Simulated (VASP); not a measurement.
Input of a VASP 6.6.1 run:

File INCAR:

```
PREC = Accurate
ENCUT = 520
EDIFF = 1E-7
ISMEAR = -1
SIGMA = 0.05
LREAL = False
LASPH = True
NELM = 100
ALGO = Normal
ISIF = 2
LWAVE = False
LCHARG = False
GGA = PE
NBANDS = 18
```

File KPOINTS:

```
regular mesh
0
Gamma
  8 8 5
```

POSCAR

```
PtSe2
1.0
    3.7240000000      0.0000000000      0.0000000000
   -1.8620000000      3.2250786037      0.0000000000
    0.0000000000      0.0000000000      5.0620000000
Pt Se
1 2
Direct
    0.0113330000      0.0226290000      0.0066020000
    0.6503450000      0.3313450000      0.7400010000
    0.3323820000      0.6551270000      0.2463110000
```

Potentials or basis: VASP PAW PBE potentials, release 64 (Pt, Se).

Launch:

```bash
$ cat potpaw_PBE.64/Pt/POTCAR potpaw_PBE.64/Se/POTCAR > POTCAR
$ mpirun -np 1 vasp_std > vasp.out
```

Predict the band gap on the k mesh.

none (metal or under the smearing width).

Predict the pressure.

7.2 GPa.

Predict the largest force.

2.033 eV/Å.

Forces in eV/Å, atoms in the order of the input:
```
Pt  -0.312 -1.641 -1.159
Se   0.466  0.514  0.031
Se  -0.155  1.128  1.128
```

Spin-orbit coupling is left out, which matters for the levels of Pt.
